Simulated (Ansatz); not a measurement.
## Li3H8: balancing the decomposition

All numbers below come from Ansatz, DFT PBE, scalar-relativistic, plane waves, PAW. Settings: cutoff 420 eV, Γ-centred meshes spaced at most about 0.3 Å⁻¹, and about 0.25 Å⁻¹ or finer for metals (2π included), Gaussian smearing. No spin polarisation.

Formation energies are uncorrected and refer to the elements' standard structures at the same level (H₂ as a molecule).

These are static total energies at zero pressure. With hydrogen, zero-point motion can shift formation energies by some tens of meV/atom.

A trial structure of Li3H8 (reached from: random cell; relaxed: space group R-3m (No. 166), a = 4.202 Å, c = 15.180 Å) has a formation energy of 0.356 eV/atom. At its composition the lowest mixture among the elements and 1 reference phase computed alike (others may be missing) consists of these:

```
      phase         source  ΔE_f (eV/atom)
   H2 (gas)        element           0.000
LiH (Fm-3m)  textbook type          -0.417
```

Question: Write the balanced decomposition and find its energy per atom, per formula unit and per mole of formula units.

Answer: Balancing Li and H gives 2 Li3H8 → 5 H2 + 6 LiH. The left side holds 22 atoms, and the products take 10/22 (H2) and 12/22 (LiH) of them. The mixture therefore lies at 10/22 × (0.000) + 12/22 × (-0.417) = -0.227 eV/atom. The reaction energy is -0.227 − (0.356) = -0.583 eV/atom. Times 11 atoms that is -6.413 eV per Li3H8, and times 96.485 it is -619 kJ per mole of Li3H8. Decomposition is downhill, so the trial structure is unstable against this mixture. Entropy of the gas would favour the products further at finite temperature.
